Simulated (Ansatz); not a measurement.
**BaTiO3: a stretch of c alone**

A series on BaTiO3: a stretch of c alone, -4.5 to +4.5 %; the rest of the cell is held and the atoms relax. Wanted: energy, stress and any gap along the series.

Program: Ansatz 0.2.0. Level of theory: DFT PBE, scalar-relativistic, plane waves, PAW. These are calculated values, not measurements.

2 further runs of the same task are left out: 2 set aside as unsound or not needed.

## 1. Starting point

The structure is tetragonal, space group P4mm (No. 99). The conventional cell has a = 3.985 Å, b = 3.985 Å, c = 4.200 Å, α = 90.00°, β = 90.00°, γ = 90.00°. Ba (site symmetry 4mm) is surrounded by 12 O at 2.80 to 2.99 Å. Ti (site symmetry 4mm) is surrounded by 5 O at 1.81 to 2.00 Å. Around O (site symmetry 2mm) lie 2 Ti at 2.00 Å and 2 Ba at 2.80 Å. O (site symmetry 4mm) has 1 Ti at 1.81 Å as nearest neighbours.

As a file:

```
Ba Ti O
1.0
     3.98545    0.00000    0.00000
     0.00000    3.98545    0.00000
     0.00000    0.00000    4.20048
Ba Ti O
1 1 3
Direct
  0.50000 0.50000 0.59128
  0.00000 0.00000 0.10842
  0.00000 0.50000 0.06024
  0.50000 0.00000 0.06024
  0.00000 0.00000 0.53981
```

It goes back to an entry of the Materials Project.

It is the result of an earlier relaxation at this level (volume 13.34 Å³/atom; gap on the mesh: 1.84 eV).

## 2. Reference cell for the strains

input.yaml reads:

```yaml
crystal:
  lattice:
    - [3.9854497974, 0.0, 0.0]
    - [0.0, 3.9854497974, 0.0]
    - [0.0, 0.0, 4.2004826447]
  atoms:
    - { symbol: Ba, position: [0.5, 0.5, 0.5912757143] }
    - { symbol: Ti, position: [0.0, 0.0, 0.1084227174] }
    - { symbol: O, position: [0.0, 0.5, 0.0602445497] }
    - { symbol: O, position: [0.5, 0.0, 0.0602445497] }
    - { symbol: O, position: [0.0, 0.0, 0.5398094588] }
basis:
  ecutwfc: 420
kpoints:
  mp_grid: { grid: [8, 8, 6] }
hamiltonian:
  xc: pbe
scf:
  occupations: { method: gaussian, width: 0.02 }
output:
  forces: true
  stress: true
  eigenvalues: true
```

Command:

```
> ansatz run input.yaml --threads 1 --pin off --max-ram 2560MiB --backend cpu --events-out ev --progress --plain --runs-dir out
```

The session goes on with these runs: the gap over the whole zone; At -1.5 %; the gap over the whole zone at -1.5 %; At +1.5 %; the gap over the whole zone at +1.5 %; At -3.0 %; seeking the band edges at -3.0 %; At +3.0 %; seeking the band edges at +3.0 %; the cell strained by -4.5 %; band edges over the zone at -4.5 %; strain +4.5 %; seeking the band edges at +4.5 %.

What does the calculation give? Wanted: (1/V) d²E/dε² at zero strain, cubic fit; gap shift, negative and positive side.

As calculated:

| quantity | value |
| --- | --- |
| largest energy cost | 9.6 meV/atom at -4.5 % |
| (1/V) d²E/dε² at zero strain, cubic fit | 91 GPa |
| gap shift, negative and positive side | -5, -4 meV per % |

**Reading.** From the curvature follows the elastic constant along c at held a and b: 91 GPa. Compression by 4.5 % costs 9.6 meV/atom and stretching 5.7. The gap runs from 1.87 eV at -4.5 % through 1.84 eV at +4.5 %.
